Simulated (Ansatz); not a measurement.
The system is Na.

```
CELL_PARAMETERS angstrom
-2.14100 2.14100 2.14100
2.14100 -2.14100 2.14100
2.14100 2.14100 -2.14100
ATOMIC_POSITIONS crystal
Na 0.00000 0.00000 0.00000
```

```yaml
Program: Ansatz 0.2.0
Task: single point
Functional: PBEsol
Potentials_or_basis: all-electron LAPW, scalar-relativistic
Cutoff: 75 eV (chosen from the basis error)
Basis_error_allowed: 0.001 eV/atom
k_mesh: 9 × 9 × 9
Occupations: fermi-dirac, width 0.05 eV
Spin: no spin polarisation
```

On this cell: pressure -0.5 GPa; band gap on the k mesh none (metal or under the smearing width).

The same run follows on a disturbed copy (cell strained at random at fixed volume):

```
Na
1.0
    -2.05761    2.14356    2.19933
     2.10814   -2.08308    2.18937
     2.09200    2.11746   -2.13885
Na
1
Direct
  0.99870 0.99979 0.99469
```

Q: What does the disturbed cell give?

A: The energy (extrapolated to zero smearing) moves by +1.8 meV/atom; pressure -0.5 GPa; band gap on the k mesh none (metal or under the smearing width).

Stress tensor (GPa, compression positive):
```
-0.51 -0.09 -0.15
-0.09 -0.48 -0.20
-0.15 -0.20 -0.62
```
